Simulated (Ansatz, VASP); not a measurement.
## AlCu3 in VASP and in Ansatz

```
Cu Al
1.0
     0.00000    2.86863    2.86863
     2.86863    0.00000    2.86863
     2.86863    2.86863    0.00000
Cu Al
3 1
Direct
  0.75000 0.75000 0.75000
  0.25000 0.25000 0.25000
  0.50000 0.50000 0.50000
  0.00000 0.00000 0.00000
```

Change from the starting cell: volume scaled by 0.98.

Alike in both runs: task single point; functional PBEsol; k mesh 8 × 8 × 8; occupations fermi-dirac, width 0.05 eV; no spin polarisation.

|  | VASP | Ansatz |
| --- | --- | --- |
| version | VASP 6.6.1 | Ansatz 0.2.0 |
| potentials or method | VASP PAW PBE potentials, release 64 (Cu, Al) | Ansatz PAW |
| plane-wave cutoff (eV) | 520 | 420 |
| valence electrons in the cell | 36 | 60 |

```csv
,VASP,Ansatz,Ansatz less VASP
gap on the k mesh at the Fermi level (eV),none,none,-
pressure (GPa),3.1,2.4,-0.72
```

A gap of «none» marks a metal or a gap that the smearing closes. The functional is the same, so the differences come from potentials, cutoffs and numerics. The two sets of potentials don't hold the same shells in valence.

Caveats: the PAW data sets were made with another functional, which shifts forces and pressure a little (VASP); the PAW data sets come from PBE, with cores solved anew for the run's functional, which leaves a small shift of forces and pressure (Ansatz).
